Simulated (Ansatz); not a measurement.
# SiO$_{2}$: strain energy, fitted

SiO$_{2}$, P6_322, a = 5.036 Å, c = 8.565 Å. This isn't the usual stable structure of the compound. Ansatz: r2SCAN, PAW, 500 eV, Γ-centred 6×6×4 mesh on 12 atoms, Gaussian smearing 0.02 eV; no spin polarisation. Series: biaxial strain in the a-b plane, c and atoms relaxed; x is the strain in per cent. y is the free energy over the unstrained cell, V0 = 15.677 Å³/atom.

```tsv
x (%)	y (meV/atom)
-3.0	?
-1.5	1.40
0.0	0.00
1.5	1.30
3.0	5.13
```

Task: Fit y = c2 x² + c3 x³ to the other rows, turn c2 into a modulus, and predict the missing energy.

Result: Least squares on the rows shown. y = 0.6028 x² − 0.01106 x³. In eV per unit strain² c2 is 6.028; M is the biaxial modulus (E = M V0 ε²): 6.028 × 160.2 / (15.677) = 62 GPa. At x = -3.0 the fit asked for gives 5.72 meV/atom. The run gave 5.85 meV/atom, so the fit is 0.13 meV/atom too low, a small miss on the scale of the series. The form still works here, 33 % of the fitted range beyond its end.